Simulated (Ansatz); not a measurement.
A run of Ansatz 0.2.0:

The input input.yaml:

```yaml
crystal:
  lattice:
    - [2.839677, 0.0, 0.0]
    - [0.0, 4.681264, 0.0]
    - [0.0, 0.0, 4.900742]
  atoms:
    - { symbol: Ti, position: [0.0, 0.5, 0.165916] }
    - { symbol: Al, position: [0.0, 0.0, 0.8359] }
    - { symbol: Al, position: [0.5, 0.0, 0.330912] }
    - { symbol: Al, position: [0.5, 0.5, 0.667271] }
hamiltonian:
  xc: pbe
  pseudopotentials: { kind: paw }
kpoints:
  mp_grid: { grid: [9, 6, 6] }
scf:
  occupations: { method: fermi_dirac, width: 0.05 }
output:
  forces: true
  stress: true
  eigenvalues: true
```

Potentials or basis: Ansatz PAW.

The run is started by

```sh
$ ansatz run input.yaml --threads 2 --pin off --max-ram 5120MiB --backend cpu --events-out ev --progress --plain --runs-dir out
```

Hardware: 2 threads of Intel(R) Xeon(R) Processor @ 2.50GHz (Skylake/Cascade Lake) (shared host).

Problem. Estimate the wall time of this run.

Solution. Run time: 5.2 s on 2 threads of Intel(R) Xeon(R) Processor @ 2.50GHz (Skylake/Cascade Lake) (shared host), peak memory 0.42 GiB. Counts: scf iterations 6, plane waves 1279, k points 80, bands 15.
